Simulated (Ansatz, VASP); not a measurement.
## BeS in VASP and in Ansatz

The input run.py:

```python
from ase.calculators.vasp import Vasp
from ase.dft.bandgap import bandgap
from ase.io import read

atoms = read('POSCAR')
calc = Vasp(
    directory='calc',
    xc='rpbe',
    pp='PBE',
    setups='minimal',
    prec='Accurate',
    encut=500,
    ediff=1e-06,
    ismear=0,
    sigma=0.02,
    lreal=False,
    lasph=True,
    nelm=100,
    algo='Fast',
    isif=2,
    lwave=False,
    lcharg=False,
    kpts=[9, 9, 9],
    gamma=True,
)
atoms.calc = calc

print('energy (eV):', atoms.get_potential_energy())
print('free energy (eV):', atoms.get_potential_energy(force_consistent=True))
print('forces (eV/A):')
print(atoms.get_forces())
print('stress (eV/A^3, Voigt):', atoms.get_stress())
print('Fermi level (eV):', calc.get_fermi_level())
gap, top, bottom = bandgap(calc)
print('band gap (eV):', gap, 'from (spin, k, band)', top, 'to', bottom)
```

POSCAR

```
BeS
1.0
    0.0000000000      2.4250000000      2.4250000000
    2.4250000000      0.0000000000      2.4250000000
    2.4250000000      2.4250000000      0.0000000000
S Be
1 1
Direct
    0.7500000000      0.7500000000      0.7500000000
    0.0000000000      0.0000000000      0.0000000000
```

input.yaml

```yaml
crystal:
  lattice:
    - [0.0, 2.425, 2.425]
    - [2.425, 0.0, 2.425]
    - [2.425, 2.425, 0.0]
  atoms:
    - { symbol: S, position: [0.75, 0.75, 0.75] }
    - { symbol: Be, position: [0.0, 0.0, 0.0] }
hamiltonian:
  xc: rpbe
  pseudopotentials: { kind: paw }
kpoints:
  mp_grid: { grid: [9, 9, 9] }
scf:
  occupations: { method: gaussian, width: 0.02 }
output:
  forces: true
  stress: true
  eigenvalues: true
```

Alike in both runs: task single point; functional RPBE; k mesh 9 × 9 × 9; occupations gaussian, width 0.02 eV; no spin polarisation.

|  | VASP | Ansatz |
| --- | --- | --- |
| version | VASP 6.6.1 | Ansatz 0.2.0 |
| potentials or method | VASP PAW PBE potentials, release 64 (S, Be) | Ansatz PAW |
| plane-wave cutoff (eV) | 500 | 420 |
| valence electrons in the cell | 8 | 8 |

|  | VASP | Ansatz | Ansatz less VASP |
| --- | --- | --- | --- |
| gap on the k mesh at the Fermi level (eV) | 3.31 | 3.32 | +0.007 |
| least direct gap on the mesh (eV) | 5.72 | 5.72 | -0.004 |
| pressure (GPa) | 3.8 | 3.9 | +0.07 |

Caveats: the PAW data sets were made with another functional, which shifts forces and pressure a little (VASP); an odd mesh through Γ misses points on the zone boundary, where band edges often lie (VASP); odd divisions of the mesh miss points on the zone boundary, where band edges often lie, so the gap on the mesh can be too wide (Ansatz); the PAW data sets come from PBE, with cores solved anew for the run's functional, which leaves a small shift of forces and pressure (Ansatz). Expect the measured gap to be larger: semilocal functionals such as RPBE lack the derivative discontinuity.
